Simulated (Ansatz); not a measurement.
Runs of Ansatz 0.2.0 on SnTe. Symmetry: Fm-3m, No. 225, cubic system. Conventional cell: a = 6.302 Å, b = 6.302 Å, c = 6.302 Å, α = 90.00°, β = 90.00°, γ = 90.00°. Around Te (site symmetry m-3m) lie 6 Sn at 3.15 Å. Sn (site symmetry m-3m) has 6 Te at 3.15 Å as nearest neighbours. 

```csv
task,level,potentials or basis,cell,k mesh,cutoff (eV),smearing,basis error allowed,mesh quality,gap on the mesh (eV),pressure (GPa),relaxed volume (Å³/atom)
relaxation of cell and atoms,RPBE+D4,"all-electron LAPW, scalar-relativistic",relaxed,7 × 7 × 7,-,fermi-dirac 0.05 eV,0.001 eV/atom,not flagged,-,0.0,(b)
relaxation of cell and atoms,PBEsol+D4,"all-electron LAPW, scalar-relativistic",relaxed,7 × 7 × 7,-,fermi-dirac 0.05 eV,0.001 eV/atom,not flagged,-,0.0,30.25
single point,PBE0,all-electron PAW datasets made for the crystal,as given,6 × 6 × 6,270,fermi-dirac 0.05 eV,-,not flagged,0.61,-,-
single point,PBE,all-electron PAW datasets made for the crystal,as given,6 × 6 × 6,240,fermi-dirac 0.05 eV,-,not flagged,0.10,(a),-
relaxation of cell and atoms,RPBE+D3(BJ),"all-electron LAPW, scalar-relativistic",relaxed,7 × 7 × 7,-,fermi-dirac 0.05 eV,0.001 eV/atom,not flagged,-,0.0,25.31
single point,PBE,"all-electron LAPW, scalar-relativistic",as given,7 × 7 × 7,185,gaussian 0.021 eV,0.001 eV/atom,not flagged,-,2.2,-
band structure,PBEsol,"all-electron LAPW, scalar-relativistic",as given,5 × 5 × 5,185,fermi-dirac 0.05 eV,0.001 eV/atom,not flagged,-,-0.4,-
relaxation of cell and atoms,PBE,"all-electron LAPW, scalar-relativistic",relaxed,7 × 7 × 7,-,fermi-dirac 0.05 eV,0.001 eV/atom,not flagged,-,0.0,(c)
single point,PBE,"all-electron LAPW, scalar-relativistic",as given,5 × 5 × 5,170,fermi-dirac 0.06 eV,0.002 eV/atom,not flagged,-,2.2,-
```

Alike in all rows: no spin polarisation.

Q: Estimate the missing entries.

A: (a) 2.3; (b) 30.84; (c) 32.92.

Caveats: spin-orbit coupling is left out, which moves the levels of the heavy elements (some runs); the volume moved by over 15 % at a fixed basis, so the end points are rough (some runs); the volume moved by -19 % from the deposited cell, more than functionals usually miss (some runs).

A k mesh can miss the band edges, and the runs leave out spin-orbit coupling on Sn, Te.

Not every run made on this cell is shown here.
